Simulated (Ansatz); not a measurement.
**Guessed and relaxed cells of SiC**

The cell of SiC is invented: random cell by space group and Wyckoff sites (P6/mmm, No. 191). The dimensions are guesses.

start.cif

```cif
data_structure
_symmetry_space_group_name_H-M 'P 1'
_symmetry_Int_Tables_number 1
_cell_length_a 3.9237
_cell_length_b 3.9237
_cell_length_c 3.4564
_cell_angle_alpha 90.000
_cell_angle_beta 90.000
_cell_angle_gamma 120.000
_cell_volume 46.08
loop_
_atom_site_label
_atom_site_type_symbol
_atom_site_fract_x
_atom_site_fract_y
_atom_site_fract_z
_atom_site_occupancy
Si1 Si 0.33333 0.66667 0.50000 1
Si2 Si 0.66667 0.33333 0.50000 1
C1 C 0.33333 0.66667 0.00000 1
C2 C 0.66667 0.33333 0.00000 1
```

Computed with Ansatz, DFT PBE, scalar-relativistic, plane waves, PAW. Cutoff 420 eV, Gaussian smearing, Γ-centred meshes. Cell and atoms relax first on a coarse mesh and then on a finer one. In between, the cell is made exact in the group found at 0.06 Å. In metals the finer mesh still leaves noise of several meV/atom or more. The steps can't lower the symmetry of their start. No spin polarisation in the relaxation; trial moments died out in a coarse test.

end.cif

```cif
data_structure
_symmetry_space_group_name_H-M 'P 1'
_symmetry_Int_Tables_number 1
_cell_length_a 4.0111
_cell_length_b 4.0111
_cell_length_c 3.9692
_cell_angle_alpha 90.000
_cell_angle_beta 90.000
_cell_angle_gamma 120.000
_cell_volume 55.31
loop_
_atom_site_label
_atom_site_type_symbol
_atom_site_fract_x
_atom_site_fract_y
_atom_site_fract_z
_atom_site_occupancy
Si1 Si 0.33333 0.66667 0.50000 1
Si2 Si 0.66667 0.33333 0.50000 1
C1 C 0.33333 0.66667 0.00000 1
C2 C 0.66667 0.33333 0.00000 1
```

The symmetry stays P6/mmm (No. 191). The volume per atom grows by 20.0 %, from 11.5 to 13.8 Å³. The shortest distance goes from 1.73 Å (Si–C) to 1.98 Å (Si–C). The ratio c/a of the conventional cell changes by a factor of 1.12. The energy falls by about 0.41 eV/atom (the start's value is from the coarse mesh).

For SiC, the volume per atom is 13.83 Å³ and the density is 2.41 g/cm³. The formation energy is +1.92 eV/atom and the gap on the 12×12×12 mesh of the 4-atom cell is 0 eV (a metal).

Energies over the elements count from the elements' standard structures at the same level, with no fitted energy shifts. The separate elements lie lower, so it is unstable against them.

The last run used Gaussian smearing of 0.10 eV. The reference form of C is held partly by dispersion forces, which this level lacks. A structure relaxed within its symmetry needn't be a true minimum. In all, the 3 runs took 70 s on 1 thread of Intel(R) Xeon(R) Platinum 8488C (Sapphire Rapids), on a shared host. Another cell of SiC relaxed alike, in Pm-3m, lies 52 meV/atom lower, so this cell isn't the stable form at this level.
